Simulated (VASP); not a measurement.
The system is PbO2.

```
CELL_PARAMETERS angstrom
0.00000 2.57000 2.57000
2.57000 0.00000 2.57000
2.57000 2.57000 0.00000
ATOMIC_POSITIONS crystal
Pb 0.00000 0.00000 0.00000
O 0.25000 0.25000 0.25000
O 0.75000 0.75000 0.75000
```

- Program: VASP 6.6.1
- Task: relaxation of cell and atoms
- Functional: PBE
- Potentials or basis: VASP PAW PBE potentials, release 64 (Pb_d, O)
- Cutoff: 600 eV
- k mesh: 6 × 6 × 6
- Occupations: gaussian, width 0.1 eV
- Spin: no spin polarisation

At the start: pressure 29.7 GPa; volume 11.32 Å³/atom.

**Question.** How do energy, volume and symmetry change on relaxing?

**Answer.** Over 3 steps the energy falls by 147.8 meV/atom and the volume is 13.20 Å³/atom (+16.7 %); space group Fm-3m (No. 225, to 0.05 Å).

The path:
```csv
step,energy change (eV),largest force (eV/Å),pressure (GPa),volume (Å³)
1,0.0000,0.0000,29.73,33.95
2,-0.1787,0.0000,-12.66,45.35
3,-0.4435,0.0000,-0.30,39.61
```

Final structure:
```
Pb O
1.0
     0.00000    2.70557    2.70557
     2.70557    0.00000    2.70557
     2.70557    2.70557    0.00000
Pb O
1 2
Direct
  0.00000 0.00000 0.00000
  0.25000 0.25000 0.25000
  0.75000 0.75000 0.75000
```

Caveat: the volume moved by over 15 % at a fixed basis, so the end points are rough; the volume moved by +17 % from the deposited cell, more than functionals usually miss.
